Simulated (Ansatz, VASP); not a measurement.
# HgTe: VASP beside Ansatz

```xyz
2
Lattice="0.0000 2.9215 2.9507 2.9215 0.0000 2.9507 2.9215 2.9215 0.0000" Properties=species:S:1:pos:R:3 pbc="T T T"
Hg    0.0000    0.0000    0.0000
Te    2.9215    2.9215    2.9507
```

Change from the starting cell: zz strain of +1 %, crystal datasets.

Alike in both runs: task electric field gradients; functional LDA; k mesh 10 × 10 × 10; occupations fermi-dirac, width 0.08 eV; no spin polarisation.

```csv
,VASP,Ansatz
version,VASP 6.6.1,Ansatz 0.2.0
potentials or method,"VASP PAW LDA potentials, release 64 (Hg, Te), cutoff 520 eV","all-electron PAW with datasets made for the crystal, scalar-relativistic"
```

```csv
,VASP,Ansatz,Ansatz less VASP
pressure (GPa),3.5,3.0,-0.51
largest component of the traceless stress (GPa),0.82,0.79,-0.032
Vzz of the field gradient on the site that differs most (V/Å²),19.7,13.3,-6.46
```

Ansatz ran all-electron here, so the differences hold the error of VASP's frozen core and of both bases. Ansatz warned: «gradients_without_spin_orbit».

Spin-orbit coupling is left out, which matters for the levels of Hg, Te.
